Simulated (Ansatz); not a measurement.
# C: a tetragonal deformation path

Aim: for C, look for other minima along a tetragonal path.

Computed with Ansatz 0.2.0 (DFT PBE, scalar-relativistic, plane waves, PAW, unless a step's input says otherwise).

## Step 1: The structure to begin with

The structure is cubic, space group Fd-3m (No. 227). The conventional cell has a = 3.567 Å, b = 3.567 Å, c = 3.567 Å, α = 90.00°, β = 90.00°, γ = 90.00°. Around C (site symmetry -43m) lie 4 C at 1.54 Å.

Coordinates:

```
C
1.0
     0.00000    1.78340    1.78340
     1.78340    0.00000    1.78340
     1.78340    1.78340    0.00000
C
2
Direct
  0.50000 0.50000 0.50000
  0.75000 0.75000 0.75000
```

The cell is taken as given, not relaxed at this level.

## Step 2: The undisturbed cell

input.yaml reads:

```yaml
crystal:
  lattice:
    - [0.0, 1.7834, 1.7834]
    - [1.7834, 0.0, 1.7834]
    - [1.7834, 1.7834, 0.0]
  atoms:
    - { symbol: C, position: [0.5, 0.5, 0.5] }
    - { symbol: C, position: [0.75, 0.75, 0.75] }
basis:
  ecutwfc: 420
kpoints:
  mp_grid: { grid: [12, 12, 12] }
hamiltonian:
  xc: pbe
scf:
  occupations: { method: gaussian, width: 0.05 }
output:
  forces: true
  stress: true
  eigenvalues: true
  write_density: true
  write_potential: true
  elf: true
  volumetric_format: npy
```

On the command line:

```
$ ansatz run input.yaml --threads 1 --pin off --max-ram 2560MiB --backend cpu --events-out ev --progress --plain --runs-dir out
```

Further runs follow: At ρ = 0.707; point ρ = 1.414; ρ = 0.850; ρ = 1.200; point ρ = 0.780; At ρ = 1.300; ρ = 0.920; ρ = 1.100; At ρ = 0.650; At ρ = 1.500; point ρ = 0.960; point ρ = 1.050.

Before running it: what results should come out? Wanted: highest point.

As calculated:

| quantity | value |
| --- | --- |
| highest point | 2135.4 meV/atom at ρ = 1.500 |

The undisturbed cell stays the lowest of the sampled points. No sampled point inside the path is a dip, apart from those named. The gap on the mesh, 4.16 eV at the start, reads zero at ρ = 0.650.
